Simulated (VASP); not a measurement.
BeS:

```
Be S
1.0
     0.00000    2.42500    2.42500
     2.42500    0.00000    2.42500
     2.42500    2.42500    0.00000
Be S
1 1
Cartesian
  0.0000 0.0000 0.0000
  1.2125 1.2125 1.2125
```

Base run:

* Program: VASP 6.6.1
* Functional: BLYP
* Potentials or basis: VASP PAW PBE potentials, release 64 (Be, S)
* Cutoff: 520 eV
* k mesh: 6 × 6 × 6
* Occupations: fermi-dirac, width 0.1 eV
* Spin: no spin polarisation

Its results: band gap on the k mesh 3.40 eV, indirect (least direct gap 5.79 eV); pressure 4.4 GPa.

Question: The run is repeated on the same cell with these changes: functional from BLYP to revPBE; further incar settings from ALGO = Normal; EDIFF = 1e-06; NBANDS = 11 to ALGO = Normal; EDIFF = 1e-07; NBANDS = 11. What comes out?

Answer: Band gap on the k mesh 3.19 eV, indirect (least direct gap 5.71 eV); pressure 3.4 GPa.

Caveats: the PAW data sets were made with another functional, which shifts forces and pressure a little.

A k mesh can miss the band edges.
